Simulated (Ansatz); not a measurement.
CdTe:

```
Te Cd
1.0
     0.00000    3.20500    3.20500
     3.20500    0.00000    3.20500
     3.20500    3.20500    0.00000
Te Cd
1 1
Direct
  0.75000 0.75000 0.75000
  0.00000 0.00000 0.00000
```

| Item | Value |
| --- | --- |
| Program | Ansatz 0.2.0 |
| Task | relaxation of cell and atoms |
| Functional | PBE |
| Dispersion | D4 |
| Potentials or basis | all-electron LAPW, scalar-relativistic |
| Basis error allowed | 0.001 eV/atom |
| k mesh | 7 × 7 × 7 |
| Occupations | fermi-dirac, width 0.05 eV |
| Spin | no spin polarisation |

At the start: volume 32.92 Å³/atom.

Question: Where does the relaxation end?

Answer: Over 5 steps the energy falls by 11.0 meV/atom and the volume is 34.58 Å³/atom (+5.0 %); space group F-43m (No. 216, to 0.05 Å).

Step by step:
```tsv
step	energy change (eV)	largest force (eV/Å)	volume (Å³)
1	0.0000	0.0000	65.84
2	-0.0154	0.0000	71.13
3	-0.0219	0.0000	69.34
4	-0.0220	0.0000	69.15
5	-0.0220	0.0000	69.15
```

Final structure:
```
CELL_PARAMETERS angstrom
0.00000 3.25783 3.25783
3.25783 0.00000 3.25783
3.25783 3.25783 0.00000
ATOMIC_POSITIONS crystal
Te 0.75000 0.75000 0.75000
Cd 0.00000 0.00000 0.00000
```
